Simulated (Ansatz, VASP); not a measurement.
# Two plane-wave programs on AlN

```xyz
10
Lattice="3.1192 0.0000 0.0000 -1.5596 2.7013 0.0000 0.0000 0.0000 12.6557" Properties=species:S:1:pos:R:3 pbc="T T T"
Al    0.0000    0.0000   -0.0092
Al    0.0000    1.8009    2.5300
Al    1.5596    0.9004    5.0690
Al    0.0000    1.8009    7.5873
Al    1.5596    0.9004   10.1065
N     0.0000    0.0000    1.9046
N     0.0000    1.8009    4.4436
N     1.5596    0.9004    6.9718
N     0.0000    1.8009    9.4907
N     1.5596    0.9004   12.0205
```

Alike in both runs: functional PBE; k mesh 9 × 9 × 3; occupations gaussian, width 0.02 eV; no spin polarisation.

Ansatz relaxed the structure, and its values are those at the end. VASP's run is a single point on that final structure, the one shown.

|  | VASP | Ansatz |
| --- | --- | --- |
| version | VASP 6.6.1 | Ansatz 0.2.0 |
| potentials or method | VASP PAW PBE potentials, release 64 (Al, N) | scalar-relativistic, plane waves, PAW |
| plane-wave cutoff (eV) | 520 | 420 |
| valence electrons in the cell | 40 | 40 |

|  | VASP | Ansatz | Ansatz less VASP |
| --- | --- | --- | --- |
| gap on the k mesh at the Fermi level (eV) | 3.80 | 3.81 | +0.007 |
| least direct gap on the mesh (eV) | 4.00 | 3.99 | -0.008 |
| pressure (GPa) | -0.3 | 0.0 | +0.32 |

Caveats: an odd mesh through Γ misses points on the zone boundary, where band edges often lie.
